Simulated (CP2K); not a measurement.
Crystal: NaF (Villiaumite).

```
Na F
1.0
     3.28098    0.00000    0.00000
     1.64049    2.84141    0.00000
     1.64049    0.94714    2.67891
Na F
1 1
Direct
  0.00000 0.00000 0.00000
  0.50000 0.50000 0.50000
```

Base run:

```yaml
Program: CP2K 2026.2
Functional: TASK
Potentials_or_basis: POTENTIAL_UZH Na GTH-PBE-q9, F GTH-PBE-q7; TZVP-MOLOPT-PBE-GTH basis
Density_cutoff: 19048 eV
k_mesh: 10 × 10 × 10
Occupations: fermi-dirac, width 0.05 eV
Spin: no spin polarisation
```

Its results: band gap on the k mesh 10.00 eV, direct; pressure 12.5 GPa.

Problem. After a change of settings the same cell gave: band gap on the k mesh 6.48 eV, direct; pressure 2.2 GPa. Which change was it?
A. functional from TASK to PW91
B. functional from TASK to PBEsol
C. functional from TASK to LDA
D. functional from TASK to vdW-DF-cx

Solution. D.

Caveats: the potentials were made for another functional, which shifts forces and pressure; the basis of atomic orbitals isn't converged, which shifts pressures, moduli and gaps.

Runs at the PBE level aren't shown here.
